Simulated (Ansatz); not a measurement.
The system is Ni.

```
Ni
1.0
     0.00000    1.73757    1.73757
     1.73757    0.00000    1.73757
     1.73757    1.73757    0.00000
Ni
1
Direct
  0.00000 0.00000 0.00000
```

Program: Ansatz 0.2.0. Alike in all runs: potentials or basis Ansatz PAW; spin collinear, ferromagnetic start; cell as given; smearing fermi-dirac 0.05 eV.

Task: Order these runs on this cell by their pressure, lowest first.
A. level B3LYP; k mesh 7 × 7 × 7; cutoff (eV) 420; mesh quality coarse
B. level BLYP; k mesh 13 × 13 × 13; cutoff (eV) 420; points for each segment of the path 14; mesh quality not flagged
C. level PBE0; k mesh 7 × 7 × 7; cutoff (eV) 420; mesh quality coarse
D. level r2SCAN; k mesh 13 × 13 × 13; cutoff (eV) 500; points for each segment of the path 14; mesh quality not flagged

Result: D (0.1 GPa), C (6.1 GPa), A (13.2 GPa), B (18.2 GPa).

Caveats: some runs use coarse meshes; the PAW data sets come from PBE, with cores solved anew for the run's functional, which leaves a small shift of forces and pressure; the magnetic or orbital state may not be the lowest (some runs); the thresholds are loose for stress (some runs); so large a pressure means that the cell lies far from this level's equilibrium, or that cutoff or potentials fall short (some runs).

Runs at the PBE level aren't shown here.
